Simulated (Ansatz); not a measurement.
## Mo: changing the functional

The cell as given:

```
Mo
1.0
    -1.58381    1.58381    1.58381
     1.58381   -1.58381    1.58381
     1.58381    1.58381   -1.58381
Mo
1
Cartesian
  0.0000 0.0000 0.0000
```

Kept alike: task relaxation of cell and atoms; k mesh 12 × 12 × 12; occupations fermi-dirac, width 0.05 eV; no spin polarisation. Program: Ansatz, Ansatz PAW. Cutoffs run from 420 to 500 eV. The mesh is that of the run's cell of 1 atom. No spin-orbit coupling.

| functional | volume (Å³/atom) |
| --- | --- |
| BLYP | 16.401 |
| LDA | 15.059 |
| PBE | 15.781 |
| PBEsol | 15.318 |
| RPBE | 15.993 |
| r2SCAN | 15.624 |
| revPBE | 15.930 |

The relaxations keep at least the cell's symmetry (Im-3m). For a metal such a mesh leaves the last digits unconverged. Relaxations stop with a little pressure left, so the last digits of a volume or edge aren't settled. All rows use potentials made for PBE.

The volume runs from 15.059 (LDA) to 16.401 Å³/atom (BLYP). From PBE: BLYP +0.620; LDA -0.722; PBEsol -0.463; RPBE +0.212; r2SCAN -0.157; revPBE +0.149. Measured: 15.59 Å³/atom (pmc:5456621, doi:10.3390/ma9100834); nearest r2SCAN, 0.03 Å³/atom off. The runs are for a static lattice.
